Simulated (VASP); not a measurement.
A run of VASP 6.6.1 is set up as follows.

File INCAR:

```
ALGO     = Fast           # electronic algorithm
EDIFF    = 1E-7           # SCF threshold, eV
EDIFFG   = -0.005         # ionic threshold
ENCUT    = 600            # plane-wave cutoff, eV
GGA      = CA             # functional
IBRION   = 2              # ionic algorithm
ISIF     = 3              # what is computed and relaxed
ISMEAR   = 0              # smearing method
LASPH    = True           # aspherical terms in the spheres
LCHARG   = False          # write CHGCAR
LREAL    = False          # projectors in reciprocal space
LWAVE    = False          # write WAVECAR
NELM     = 100            # most SCF steps
NSW      = 90             # ionic steps
PREC     = Accurate       # precision mode
SIGMA    = 0.02           # smearing width, eV
```

File KPOINTS:

```
k-points
0
Gamma
  6 6 10
```

Contents of POSCAR:

```
TiO2
1.0
    4.5922000000      0.0000000000      0.0000000000
    0.0000000000      4.5922000000      0.0000000000
    0.0000000000      0.0000000000      2.9574000000
Ti O
2 4
Direct
    0.0000000000      0.0000000000      0.0000000000
    0.5000000000      0.5000000000      0.5000000000
    0.3049600000      0.3049600000      0.0000000000
    0.1950400000      0.8049600000      0.5000000000
    0.6950400000      0.6950400000      0.0000000000
    0.8049600000      0.1950400000      0.5000000000
```

Potentials or basis: VASP PAW LDA potentials, release 64 (Ti_sv, O).

Command:

```sh
$ cat potpaw_LDA.64/Ti_sv/POTCAR potpaw_LDA.64/O/POTCAR > POTCAR
$ mpirun -np 1 vasp_std > vasp.out
```

Question: What does it give for the space group after relaxing (to 0.05 Å)?

Answer: P4_2/mnm (No. 136).

Question: Predict the relaxed cell.

Answer: a = 4.552 Å, b = 4.552 Å, c = 2.922 Å, α = 90.00°, β = 90.00°, γ = 90.00°.

Question: Estimate the relaxed volume.

Answer: 10.09 Å³/atom.

Final structure:
```yaml
crystal:
  lattice:
    - [4.55212, 0.00000, 0.00000]
    - [0.00000, 4.55212, 0.00000]
    - [0.00000, 0.00000, 2.92187]
  atoms:
    - { symbol: Ti, position: [0.00000, 0.00000, 0.00000] }
    - { symbol: Ti, position: [0.50000, 0.50000, 0.50000] }
    - { symbol: O, position: [0.30385, 0.30385, 0.00000] }
    - { symbol: O, position: [0.19615, 0.80385, 0.50000] }
    - { symbol: O, position: [0.69615, 0.69615, 0.00000] }
    - { symbol: O, position: [0.80385, 0.19615, 0.50000] }
```

LDA usually gives volumes a few per cent too small. Zero-point motion and thermal expansion aren't in these numbers.
